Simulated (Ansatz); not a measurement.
Runs of Ansatz 0.2.0 on SnO2 (Cassiterite). Symmetry: P4_2/mnm, No. 136, tetragonal system. Conventional cell: a = 4.738 Å, b = 4.738 Å, c = 3.187 Å, α = 90.00°, β = 90.00°, γ = 90.00°. Sn (site symmetry mmm) has 6 O at 2.05 to 2.06 Å as nearest neighbours. Around O (site symmetry m2m) lie 3 Sn at 2.05 to 2.06 Å. 

| task | level | potentials or basis | cell | cutoff (eV) | smearing | gap on the mesh (eV) | pressure (GPa) | V0 of scaled cells (Å³/atom) | B0 (GPa) |
| --- | --- | --- | --- | --- | --- | --- | --- | --- | --- |
| equation of state | PBE | Ansatz PAW | as given | 420 | fermi-dirac 0.05 eV | - | - | 12.58 | 182 |
| equation of state | PBE | PseudoDojo stringent | as given | 1388 | fermi-dirac 0.05 eV | - | - | 12.58 | 182 |
| atomic charges | PBEsol | Ansatz PAW | as given | 420 | fermi-dirac 0.1 eV | 1.18 | (b) | - | - |
| relaxation of cell and atoms | revPBE+D4 | Ansatz PAW | relaxed | 420 | fermi-dirac 0.05 eV | 0.96 | 0.0 | - | - |
| equation of state | BLYP+D3(BJ) | Ansatz PAW | as given | 420 | fermi-dirac 0.05 eV | - | - | 12.51 | (a) |

Alike in all rows: no spin polarisation; k mesh 6 × 6 × 8.

Task: Estimate the missing entries.

Result: (a) 183; (b) 4.7.

Caveats: the cell was scaled at fixed shape and fractional positions, which overstates the stiffness of a crystal with free parameters, most of all of layers and chains (some runs); the PAW data sets come from PBE, with cores solved anew for the run's functional, which leaves a small shift of forces and pressure (some runs); spin-orbit coupling is left out, which moves the levels of the heavy elements (some runs); the potentials were made for another functional, which shifts forces and pressure (some runs); the plane-wave basis is chosen anew once the cell has moved, so the energies of steps on either side of that aren't comparable (some runs).

A k mesh can miss the band edges, and the runs leave out spin-orbit coupling on Sn.

Not every run made on this cell is shown here.
